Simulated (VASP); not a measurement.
# ZnS (P6_3mc) in VASP: notebook

ZnS is run at these levels: PBE; tasks: single point, relaxation of shape and atoms at fixed volume.

Everything below comes from runs of VASP 6.6.1. Logs are shortened: lines on timing, memory, paths and dates and some standing lists are left out, and cuts for length are marked.

**Measured values to compare with.**

A printed reference work, monograph reports, for a bulk crystal of ZnS at 4 K: band gap 3.911 eV (direct).

The runs below are set against these values where they give the same quantity.

**1. The cell of the first run**

The structure is hexagonal, space group P6_3mc (No. 186). Conventional cell: a = 3.846 Å, b = 3.846 Å, c = 6.305 Å, α = 90.00°, β = 90.00°, γ = 120.00°. Zn (site symmetry 3m) has 4 S at 2.36 Å within 3.1 Å. Within 3.1 Å of S (site symmetry 3m) lie 4 Zn at 2.36 Å.

**2. Single point, PBE**

Input file INCAR:

```
ALGO = Normal ; EDIFF = 1E-6
ENCUT = 520 ; GGA = PE
ISIF = 2 ; ISMEAR = 0
LASPH = T ; LCHARG = F
LREAL = F ; LWAVE = F
NBANDS = 26 ; NELM = 100
PREC = Accurate ; SIGMA = 0.02
```

Input file KPOINTS:

```
k-points
0
Gamma
  9 9 6
```

Input file POSCAR:

```
ZnS
1.0
    3.8455099668      0.0000000000      0.0000000000
   -1.9227549834      3.3303093218      0.0000000000
    0.0000000000      0.0000000000      6.3052902589
Zn S
2 2
Direct
    0.3333333333      0.6666666667      0.0052193591
    0.6666666667      0.3333333333      0.5052193591
    0.3333333333      0.6666666667      0.3797806409
    0.6666666667      0.3333333333      0.8797806409
```

Potentials or basis: VASP PAW PBE potentials, release 64 (Zn, S).

Started as:

```console
$ cat potpaw_PBE.64/Zn/POTCAR potpaw_PBE.64/S/POTCAR > POTCAR
$ mpirun -np 1 vasp_std > vasp.out
```

OUTCAR:

```text
EDIFF = 1E-6
   ENCUT = 520
   GGA = PE
   ISIF = 2
   ISMEAR = 0
   LASPH = T
   LREAL = F
   NELM = 100
   PREC = Accurate

 ion  position               nearest neighbor table
   1  0.333  0.667  0.005-   4 2.36   4 2.36   4 2.36   3 2.36
   2  0.667  0.333  0.505-   3 2.36   3 2.36   3 2.36   4 2.36
   3  0.333  0.667  0.380-   2 2.36   2 2.36   2 2.36   1 2.36
   4  0.667  0.333  0.880-   1 2.36   1 2.36   1 2.36   2 2.36

  LATTYP: Found a hexagonal cell.
 ALAT       =     3.8455099668
 C/A-ratio  =     1.6396499589

  Lattice vectors:

 A1 = (   3.8455099668,   0.0000000000,   0.0000000000)
 A2 = (  -1.9227549834,   3.3303093218,   0.0000000000)
 A3 = (   0.0000000000,   0.0000000000,   6.3052902589)

Analysis of symmetry for initial positions (statically):
=====================================================================
 Subroutine PRICEL returns:
 Original cell was already a primitive cell.

 Routine SETGRP: Setting up the symmetry group for a
 hexagonal supercell.

 Subroutine GETGRP returns: Found 12 space group operations
 (whereof  6 operations were pure point group operations)
 out of a pool of 24 trial point group operations.

The static configuration has the point symmetry C_3v.
 The point group associated with its full space group is C_6v.

Analysis of symmetry for dynamics (positions and initial velocities):
=====================================================================
 Subroutine PRICEL returns:
 Original cell was already a primitive cell.

 Routine SETGRP: Setting up the symmetry group for a
 hexagonal supercell.

 Subroutine GETGRP returns: Found 12 space group operations
 (whereof  6 operations were pure point group operations)
 out of a pool of 24 trial point group operations.

The dynamic configuration has the point symmetry C_3v.
 The point group associated with its full space group is C_6v.

 Subroutine INISYM returns: Found 12 space group operations
 (whereof  6 operations are pure point group operations),
 and found     1 'primitive' translations

----------------------------------------------------------------------------------------

                                     Primitive cell

  volume of cell :      80.7502

[... 82 lines left out ...]
 SYSTEM =  unknown system
   PREC   = accura    normal or accurate (medium, high low for compatibility)
   ISTART =      0    job   : 0-new  1-cont  2-samecut
   ICHARG =      2    charge: 1-file 2-atom 10-const
   ISPIN  =      1    spin polarized calculation?
   LNONCOLLINEAR =      F non collinear calculations
   LSORBIT =      F    spin-orbit coupling
   LASPH  =      T    aspherical Exc in radial PAW
   ENCUT  =  520.0 eV  38.22 Ry    6.18 a.u.   7.15  7.15 11.72*2*pi/ulx,y,z
   NELM   =    100;   NELMIN=  2; NELMDL= -5     # of ELM steps
   EDIFF  = 0.1E-05   stopping-criterion for ELM
   LREAL  =      F    real-space projection
   EDIFFG = 0.1E-04   stopping-criterion for IOM
   NSW    =      0    number of steps for IOM
   IBRION =     -1    ionic relax: 0-MD 1-quasi-New 2-CG
   NFREE  =      0    steps in history (QN), initial steepest desc. (CG)
   ISIF   =      2    stress and relaxation
   ISYM   =      2    0-nonsym 1-usesym 2-fastsym
   POTIM  = 0.5000    time-step for ionic-motion
   TEBEG  =    0.0;   TEEND  =   0.0 temperature during run
   PSTRESS=    0.0 pullay stress
   NELECT =      36.0000    total number of electrons
   NUPDOWN=      -1.0000    fix difference up-down
   EMIN   =  10.00;   EMAX   =-10.00  energy-range for DOS
   EFERMI =   0.00;   METHOD = LEGACY
   ISMEAR =     0;   SIGMA  =   0.02  broadening in eV -4-tet -1-fermi 0-gaus
   EFERMI_NEDOS =   21; number of points for ismear=-14 and -15
   IALGO  =     38    algorithm
   IMIX   =      4    mixing-type and parameters
     AMIX     =   0.40;   BMIX     =  1.00
     AMIX_MAG =   1.60;   BMIX_MAG =  1.00
  volume/ion in A,a.u.               =      20.19       136.23
  Fermi-wavevector in a.u.,A,eV,Ry     =   1.250627  2.363342 21.280435  1.564068
  Thomas-Fermi vector in A             =   2.384612
   LORBIT       =      0    0 simple, 1 ext, 2 COOP (PROOUT), +10 PAW based schemes
   GGA     = PE    functional components
   LHFCALC =     F    Hartree Fock is set to
   AEXX    =    0.0000 exact exchange contribution
   IVDW    =     0    specifies the selected vdW correction
   LEPSILON=     F    determine dielectric tensor
   LRPA    =     F    only Hartree local field effects (RPA)
 non-spin polarized calculation
 Gauss-broadening in eV      SIGMA  =   0.02
  energy-cutoff  :      520.00
  volume of cell :       80.75
 maximum number of plane-waves:      2208
 NGX is ok and might be reduce to    30
   NGX = 15   NGY = 15   NGZ = 23

 number of electron      36.0000011 magnetization

 Free energy of the ion-electron system (eV)
  ---------------------------------------------------
  ext. energy  EPLUGINS =         0.00000000
  ---------------------------------------------------
  free energy    TOTEN  =       -13.69375998 eV

  energy without entropy =      -13.69375998  energy(sigma->0) =      -13.69375998

 E-fermi :   2.0399     XC(G=0):  -9.5157

 val. band max:        1.9122386994   @ k =   0.0000   0.0000   0.0000
 cond. band min:       3.9939713053   @ k =   0.0000   0.0000   0.0000
 fundamental gap:      2.0817326059
 Fermi energy:         2.0398892082

 k-point     1 :       0.0000    0.0000    0.0000
  band No.  band energies     occupation
      1     -11.0943      2.00000
      2     -10.2053      2.00000
      3      -4.3424      2.00000
      4      -4.3307      2.00000
      5      -4.3307      2.00000
      6      -4.2526      2.00000
[... 685 lines left out ...]
     25      11.8448      0.00000
     26      11.8496      0.00000

 [... further k-points ...]
[... 5 lines left out ...]
  --------------------------------------------------------------------------------------
  -------------------------------------------------------------------------------------
  Total        0.0633630      0.0633630      0.0672427      0.0000000      0.0000000      0.0000000
  in kB        1.2571946      1.2571946      1.3341728      0.0000000      0.0000000      0.0000000
  external PRESSURE =       1.2828540 kB  Pullay stress =       0.0000000 kB

 VOLUME and BASIS-vectors are now :
 -----------------------------------------------------------------------------
  energy-cutoff  :      520.00
  volume of cell :       80.75
      direct lattice vectors                 reciprocal lattice vectors
     3.845509967  0.000000000  0.000000000     0.260043534  0.150136204  0.000000000
    -1.922754983  3.330309322  0.000000000     0.000000000  0.300272408  0.000000000
     0.000000000  0.000000000  6.305290259     0.000000000  0.000000000  0.158596981

 POSITION                                       TOTAL-FORCE (eV/Angst)
 -----------------------------------------------------------------------------------
     -0.00000      2.22021      0.03291        -0.000000      0.000000      0.001040
      1.92275      1.11010      3.18555         0.000000     -0.000000      0.001040
     -0.00000      2.22021      2.39463         0.000000      0.000000     -0.001040
      1.92275      1.11010      5.54727        -0.000000      0.000000     -0.001040
 -----------------------------------------------------------------------------------
    total drift:                               -0.000000     -0.000000     -0.000142

  FREE ENERGIE OF THE ION-ELECTRON SYSTEM (eV)
  ---------------------------------------------------
  free  energy   TOTEN  =       -13.6937599778 eV

  energy  without entropy=      -13.6937599778  energy(sigma->0) =      -13.69375998
```

OSZICAR:

```text
N       E                     dE             d eps       ncg     rms          rms(c)
DAV:   1     0.243019913846E+03    0.24302E+03   -0.17145E+04  2496   0.166E+03
DAV:   2     0.973403506040E+01   -0.23329E+03   -0.22411E+03  2570   0.347E+02
DAV:   3    -0.139727119460E+02   -0.23707E+02   -0.23474E+02  3056   0.110E+02
DAV:   4    -0.145395890725E+02   -0.56688E+00   -0.56559E+00  2866   0.171E+01
DAV:   5    -0.145484024932E+02   -0.88134E-02   -0.88114E-02  3050   0.211E+00    0.935E+00
DAV:   6    -0.137027601159E+02    0.84564E+00   -0.16342E+00  3752   0.364E+01    0.724E+00
DAV:   7    -0.136983352673E+02    0.44248E-02   -0.11675E+00  2638   0.632E+00    0.337E+00
DAV:   8    -0.136927538958E+02    0.55814E-02   -0.34905E-02  3046   0.188E+00    0.916E-01
DAV:   9    -0.136933722018E+02   -0.61831E-03   -0.81331E-03  3380   0.135E+00    0.220E-01
DAV:  10    -0.136935351662E+02   -0.16296E-03   -0.64064E-04  2872   0.321E-01    0.911E-02
DAV:  11    -0.136937579475E+02   -0.22278E-03   -0.36236E-04  2586   0.120E-01    0.568E-02
DAV:  12    -0.136937567229E+02    0.12246E-05   -0.11454E-05  3006   0.278E-02    0.110E-02
DAV:  13    -0.136937599260E+02   -0.32031E-05   -0.47005E-06  2488   0.141E-02    0.242E-03
DAV:  14    -0.136937599778E+02   -0.51831E-07   -0.39560E-07  2050   0.129E-02
   1 F= -.13693760E+02 E0= -.13693760E+02  d E =-.944195E-22
```

stdout:

```text
POSCAR found type information on POSCAR ZnS
 POSCAR found :  2 types and       4 ions
 scaLAPACK will be used
 LDA part: xc-table for (Slater+PW92), standard interpolation
 POSCAR, INCAR and KPOINTS ok, starting setup
 FFT: planning ... GRIDC
 FFT: planning ... GRID_SOFT
 FFT: planning ... GRID
 WAVECAR not read
 entering main loop
```

Run time: 73 s. Hardware: 1 thread of Intel Xeon Platinum 8488C (Sapphire Rapids), shared host; peak memory 0.23 GiB.

Results:

```yaml
Free_energy: -13.6938 eV
Pressure: 0.1 GPa
Band_gap_on_the_k_mesh: 2.08 eV, direct
```

Levels at points of the mesh, in eV from the valence-band top:
```
           k point  band 16  band 17  band 18  band 19  band 20  band 21
(0.00, 0.00, 0.00)    -0.07     0.00     0.00     2.08     3.05     6.33
(0.00, 0.00, 0.50)    -0.45    -0.45    -0.45     3.48     3.48     6.76
```

**3. Single point, PBE (volume scaled by 1.06, then relaxed in part)**

Input file INCAR:

```
SYSTEM = ZnS
ALGO     = Normal         ! electronic algorithm
EDIFF    = 1E-6           ! SCF threshold, eV
ENCUT    = 520            ! plane-wave cutoff, eV
GGA      = PE             ! functional
ISIF     = 2              ! what is computed and relaxed
ISMEAR   = 0              ! smearing method
LASPH    = .True.         ! aspherical terms in the spheres
LCHARG   = .False.        ! write CHGCAR
LREAL    = .False.        ! projectors in reciprocal space
LWAVE    = .False.        ! write WAVECAR
NBANDS   = 26             ! bands
NELM     = 80             ! most SCF steps
PREC     = Accurate       ! precision mode
SIGMA    = 0.02           ! smearing width, eV
```

Input file KPOINTS:

```
k-points
0
Gamma
  12 12 6
  0 0 0
```

Input file POSCAR:

```
ZnS
1.0
    3.9224736608      0.0000000000      0.0000000000
   -1.9612368304      3.3969618360      0.0000000000
    0.0000000000      0.0000000000      6.4238869413
Zn S
2 2
Direct
    0.3333333333      0.6666666667      0.0050514702
    0.6666666667      0.3333333333      0.5050514702
    0.3333333333      0.6666666667      0.3799485298
    0.6666666667      0.3333333333      0.8799485298
```

Potentials or basis: VASP PAW PBE potentials, release 64 (Zn, S).

Started as:

```console
$ cat potpaw_PBE.64/Zn/POTCAR potpaw_PBE.64/S/POTCAR > POTCAR
$ mpirun -np 1 vasp_std > vasp.out
```

It took 60 s on 1 thread of AMD EPYC 9R45 (Zen 5), shared host; peak memory 0.26 GiB.

It converged, with:

```yaml
Free_energy: -13.6418 eV
Pressure: -3.4 GPa
Largest_force: 0.005 eV/Å
Band_gap_on_the_k_mesh: 1.83 eV, direct
```

Forces in eV/Å, atoms in the order of the input:
```
Zn   0.000  0.000 -0.005
Zn   0.000  0.000 -0.005
S    0.000  0.000  0.005
S    0.000  0.000  0.005
```

Levels at points of the mesh, in eV from the valence-band top:
| k point | band 16 | band 17 | band 18 | band 19 | band 20 | band 21 |
| --- | --- | --- | --- | --- | --- | --- |
| (0.00, 0.00, 0.00) | -0.06 | 0.00 | 0.00 | 1.83 | 2.94 | 6.35 |
| (0.50, 0.00, 0.00) | -1.95 | -1.45 | -0.77 | 3.71 | 4.02 | 5.19 |
| (0.00, 0.00, 0.50) | -0.41 | -0.41 | -0.41 | 3.29 | 3.29 | 6.63 |
| (0.50, 0.00, 0.50) | -1.42 | -1.40 | -1.40 | 3.51 | 3.51 | 5.27 |

**4. Single point, PBE (volume scaled by 1.10, then relaxed in part)**

Input file INCAR:

```
SYSTEM = ZnS
ALGO = Normal ; EDIFF = 1E-6
ENCUT = 520 ; GGA = PE
ISIF = 2 ; ISMEAR = 0
LASPH = .TRUE. ; LCHARG = .TRUE.
LELF = .TRUE. ; LREAL = .FALSE.
LVHAR = .TRUE. ; LWAVE = .FALSE.
NBANDS = 26 ; NELM = 100
PREC = Accurate ; SIGMA = 0.02
```

Input file KPOINTS:

```
k-points
0
G
  12 12 6
  0 0 0
```

Input file POSCAR:

```
ZnS
1.0
    3.9721841091      0.0000000000      0.0000000000
   -1.9860920546      3.4400123470      0.0000000000
    0.0000000000      0.0000000000      6.5004892055
Zn S
2 2
Direct
    0.3333333333      0.6666666667      0.0049161724
    0.6666666667      0.3333333333      0.5049161724
    0.3333333333      0.6666666667      0.3800838276
    0.6666666667      0.3333333333      0.8800838276
```

Started as:

```console
$ cat potpaw_PBE.64/Zn/POTCAR potpaw_PBE.64/S/POTCAR > POTCAR
$ mpirun -np 1 vasp_std > vasp.out
```

Run time: 62 s. Hardware: 1 thread of AMD EPYC 9R45 (Zen 5), shared host; peak memory 0.26 GiB.

The run converged. Its results:

```yaml
Free_energy: -13.5543 eV
Pressure: -5.2 GPa
Largest_force: 0.006 eV/Å
Band_gap_on_the_k_mesh: 1.67 eV, direct
```

Forces on the atoms (eV/Å):
```
Zn   0.000  0.000 -0.006
Zn   0.000  0.000 -0.006
S    0.000  0.000  0.006
S    0.000  0.000  0.006
```

Levels at points of the mesh, in eV from the valence-band top:
| k point | band 15 | band 16 | band 17 | band 18 | band 19 | band 20 | band 21 | band 22 |
| --- | --- | --- | --- | --- | --- | --- | --- | --- |
| (0.00, 0.00, 0.00) | -0.73 | -0.05 | 0.00 | 0.00 | 1.67 | 2.86 | 6.36 | 6.36 |
| (0.50, 0.00, 0.00) | -2.72 | -1.83 | -1.35 | -0.72 | 3.71 | 3.91 | 5.21 | 6.90 |
| (0.00, 0.00, 0.50) | -0.38 | -0.38 | -0.38 | -0.38 | 3.17 | 3.17 | 6.55 | 6.55 |
| (0.50, 0.00, 0.50) | -1.34 | -1.34 | -1.32 | -1.32 | 3.48 | 3.48 | 5.27 | 5.27 |

**5. Relaxation of shape and atoms at fixed volume, PBE (volume scaled by 0.88)**

Input file INCAR:

```
SYSTEM = ZnS
ALGO     = Normal         ! electronic algorithm
EDIFF    = 1E-7           ! SCF threshold, eV
EDIFFG   = -0.01          ! ionic threshold
ENCUT    = 600            ! plane-wave cutoff, eV
GGA      = PE             ! functional
IBRION   = 2              ! ionic algorithm
ISIF     = 4              ! what is computed and relaxed
ISMEAR   = 0              ! smearing method
LASPH    = .True.         ! aspherical terms in the spheres
LCHARG   = .False.        ! write CHGCAR
LREAL    = .False.        ! projectors in reciprocal space
LWAVE    = .False.        ! write WAVECAR
NELM     = 80             ! most SCF steps
NSW      = 50             ! ionic steps
PREC     = Accurate       ! precision mode
SIGMA    = 0.02           ! smearing width, eV
```

Input file KPOINTS:

```
k-points
0
Gamma
  12 12 6
  0 0 0
```

Input file POSCAR:

```
ZnS
1.0
    3.6806230958      0.0000000000      0.0000000000
   -1.8403115479      3.1875131027      0.0000000000
    0.0000000000      0.0000000000      6.0569232955
Zn S
2 2
Direct
    0.3333333333      0.6666666667      0.0058843266
    0.6666666667      0.3333333333      0.5058843266
    0.3333333333      0.6666666667      0.3791156734
    0.6666666667      0.3333333333      0.8791156734
```

Started as:

```console
$ cat potpaw_PBE.64/Zn/POTCAR potpaw_PBE.64/S/POTCAR > POTCAR
$ mpirun -np 1 vasp_std > vasp.out
```

Wall time 59 s (1 thread of AMD EPYC 9R45 (Zen 5), shared host); peak memory 0.24 GiB.

Results (log left out):

```
Free energy                  : -13.3660 eV
Pressure after relaxing      : 11.9 GPa
Largest force after relaxing : 0.009 eV/Å
Band gap on the k mesh       : 2.66 eV, direct
```

Forces on the atoms (eV/Å):
```
Zn   0.000  0.000  0.009
Zn   0.000  0.000  0.009
S    0.000  0.000 -0.009
S    0.000  0.000 -0.009
```

Stress tensor (GPa, compression positive):
```
11.90  0.00  0.00
 0.00 11.90  0.00
 0.00  0.00 12.02
```

Final structure:
```
CELL_PARAMETERS angstrom
3.68062 0.00000 0.00000
-1.84031 3.18751 0.00000
0.00000 0.00000 6.05692
ATOMIC_POSITIONS crystal
Zn 0.33333 0.66667 0.00588
Zn 0.66667 0.33333 0.50588
S 0.33333 0.66667 0.37912
S 0.66667 0.33333 0.87912
```

Levels at points of the mesh, in eV from the valence-band top:
```
           k point  band 16  band 17  band 18  band 19  band 20  band 21
(0.00, 0.00, 0.00)    -0.12     0.00     0.00     2.66     3.30     6.23
(0.50, 0.00, 0.00)    -2.62    -2.02    -1.04     3.56     4.48     5.00
(0.00, 0.00, 0.50)    -0.55    -0.55    -0.55     3.85     3.85     6.71
(0.50, 0.00, 0.50)    -1.92    -1.89    -1.89     3.52     3.52     5.13
```

Caveat: the relaxation stopped at its first step, so nothing moved.

**6. The runs side by side**

| task | cell | k mesh | cutoff (eV) | gap on the mesh (eV) | pressure (GPa) | largest force (eV/Å) |
| --- | --- | --- | --- | --- | --- | --- |
| single point | a = 3.846, b = 3.846, c = 6.305 Å, angles 90.0, 90.0, 120.0°, 4 atoms | 9 × 9 × 6 | 520 | 2.08 | 0.1 | - |
| single point | a = 3.922, b = 3.922, c = 6.424 Å, angles 90.0, 90.0, 120.0°, 4 atoms | 12 × 12 × 6 | 520 | 1.83 | -3.4 | - |
| single point | a = 3.972, b = 3.972, c = 6.500 Å, angles 90.0, 90.0, 120.0°, 4 atoms | 12 × 12 × 6 | 520 | 1.67 | -5.2 | 0.01 |
| relaxation of shape and atoms at fixed volume | relaxed from a = 3.681, b = 3.681, c = 6.057 Å, angles 90.0, 90.0, 120.0°, 4 atoms | 12 × 12 × 6 | 600 | 2.66 | 11.9 | 0.01 |

Alike in all rows: level PBE; potentials or basis VASP PAW PBE potentials, release 64 (Zn, S); no spin polarisation; smearing gaussian 0.02 eV.

Caveats: the relaxation stopped at its first step, so nothing moved (some runs).

Absolute energies hang on the potentials; compare differences alone.

**7. Against experiment**

Step 2. Against the measured gap of ZnS, 3.911 eV (direct; 4 K; a printed reference work, monograph), the calculated 2.08 eV is off by -1.83 eV. The value is that of PBE, without temperature or zero-point motion. Semilocal functionals fall short of measured gaps as a rule.
